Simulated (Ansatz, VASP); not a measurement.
**Two plane-wave programs on P**

```
P
1.0
     1.64774   -5.46504    0.00000
     1.64774    5.46504    0.00000
     0.00000    0.00000    4.54364
P
4
Direct
  0.91262 0.10718 0.59324
  0.09423 0.90635 0.41410
  0.59181 0.40672 0.09350
  0.40068 0.58277 0.90595
```

Change from the starting cell: atoms moved at random, drawn with an rms of 0.05 Å.

Alike in both runs: task single point; functional PBE; k mesh 8 × 8 × 6; occupations fermi-dirac, width 0.05 eV; no spin polarisation.

|  | VASP | Ansatz |
| --- | --- | --- |
| version | VASP 6.6.1 | Ansatz 0.2.0 |
| potentials or method | VASP PAW PBE potentials, release 64 (P) | Ansatz PAW |
| plane-wave cutoff (eV) | 520 | 420 |
| valence electrons in the cell | 20 | 20 |

|  | VASP | Ansatz | Ansatz less VASP |
| --- | --- | --- | --- |
| gap on the k mesh at the Fermi level (eV) | 0.31 | 0.30 | -0.010 |
| least direct gap on the mesh (eV) | 0.31 | 0.30 | -0.010 |
| pressure (GPa) | 3.6 | 4.0 | +0.35 |
| largest component of the traceless stress (GPa) | 1.73 | 1.75 | +0.026 |
| rms of the force components (eV/Å) | 0.579 | 0.601 | +0.0225 |

Atom by atom the forces differ by 0.031 eV/Å (rms over components).

A k mesh can miss the band edges.
